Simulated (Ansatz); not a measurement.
TiTe: from a first guess to the relaxed zincblende type

First guess:

```yaml
crystal:
  lattice:
    - [0.00000, 3.21397, 3.21397]
    - [3.21397, 0.00000, 3.21397]
    - [3.21397, 3.21397, 0.00000]
  atoms:
    - { symbol: Ti, position: [0.00000, 0.00000, 0.00000] }
    - { symbol: Te, position: [0.25000, 0.25000, 0.25000] }
```

Theory: DFT, PBE, PAW with Ansatz's default frozen-core files, scalar-relativistic (Ansatz 0.2.0).

Cell and atoms relax within the symmetry of the start on a 10×10×10 k mesh with 0.03 eV Fermi–Dirac smearing.

The start is built from a prototype, known or not as a phase of this compound; the cutoff is 420 eV.

No spin–orbit coupling, which matters for the heavy atoms here.

Task: What is the pressure of the first guess?

Result: -3.75 GPa.

Task: What does it relax to?

Result: a = 6.250 Å, b = 6.250 Å, c = 6.250 Å, α = 90.00°, β = 90.00°, γ = 90.00° (conventional cell), 30.52 Å³ per atom:
```xyz
2
Lattice="0.0000 3.1251 3.1251 3.1251 0.0000 3.1251 3.1251 3.1251 0.0000" Properties=species:S:1:pos:R:3 pbc="T T T"
Ti    0.0000    0.0000    0.0000
Te    1.5626    1.5626    1.5626
```

Task: How much energy does the relaxation release?

Result: 34 meV/atom.
